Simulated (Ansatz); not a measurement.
# Al2O3, space group P-3m1: a single point from a YAML input

Run with the Python package of Ansatz (0.2.0).

Contents of `scf.yaml`:
```yaml
crystal:
  lattice:
    - [3.017483, 0.0, 0.0]
    - [-1.508741, 2.613217, 0.0]
    - [0.0, 0.0, 7.574636]
  atoms:
    - { symbol: Al, position: [0.0, 0.0, 0.277951] }
    - { symbol: Al, position: [0.0, 0.0, 0.722049] }
    - { symbol: O, position: [0.333333, 0.666667, 0.199454] }
    - { symbol: O, position: [0.666667, 0.333333, 0.800546] }
    - { symbol: O, position: [0.0, 0.0, 0.5] }
kpoints:
  mp_grid: { grid: [7, 7, 3] }
hamiltonian:
  xc: pbesol
scf:
  occupations: { method: fixed }
basis:
  ecutwfc: "510 eV"
output:
  forces: true
  stress: true
```

`yaml_run_al2o3.py`:
```python
"""Al2O3 from YAML text."""

import warnings

import ansatz as az
import numpy as np

warnings.simplefilter("ignore", az.DeckWarning)

planned = az.Session.from_deck("scf.yaml").plan(threads=1, pin="off")
out = planned.execute()
summary = out.report

for key in ("converged", "n_iterations", "n_electrons", "n_kpoints", "n_pw", "n_symmetry_ops", "free_energy_ev", "fermi_energy_ev"):
    print(f"{key:18s} {summary[key]}")

# forces in eV per angstrom
forces = np.array(summary["forces_ev_ang"])
norms = np.linalg.norm(forces, axis=1)
print("largest force {:.4f} eV/A on atom {}".format(norms.max(), norms.argmax()))
print(np.array2string(forces, precision=4, suppress_small=True))

print("doubts on the final state:", summary["published_state_doubts"] or "none")
print("warnings:", sorted({n["data"]["kind"] for n in out.notices if n["data"].get("severity") in ("warning", "doubt")}) or "none")

used = summary["setup"]
print("cutoffs (eV):", used["ecut_ev"], used["ecutrho_ev"], " FFT grid:", used["fft_dense"])
print("cell volume {:.3f} A^3, {} symmetry operations".format(used["cell_volume_ang3"], used["n_sym_ops"]))
```

```console
$ python yaml_run_al2o3.py
converged          True
n_iterations       7
n_electrons        24.0
n_kpoints          20
n_pw               1575
n_symmetry_ops     12
free_energy_ev     -2737.8568907817425
fermi_energy_ev    4.873028979210688
largest force 0.1844 eV/A on atom 2
[[ 0.      0.      0.1752]
 [-0.      0.     -0.1752]
 [-0.     -0.      0.1844]
 [ 0.      0.     -0.1844]
 [-0.     -0.      0.    ]]
doubts on the final state: none
warnings: none
cutoffs (eV): 510.0 2040.0  FFT grid: [24, 24, 60]
cell volume 59.729 A^3, 12 symmetry operations
```

Total energies depend on the potentials; only differences at equal settings carry meaning. A total without «per atom» is that of the cell as typed. An absolute Fermi energy rests on an arbitrary zero of the periodic potential and has no direct meaning. This cell is a computed structure, which may not be the phase found in nature. Wall time of the script: 1.8 s on 1 thread of Arm Neoverse V1, with other jobs on the host, peak memory 0.37 GiB.
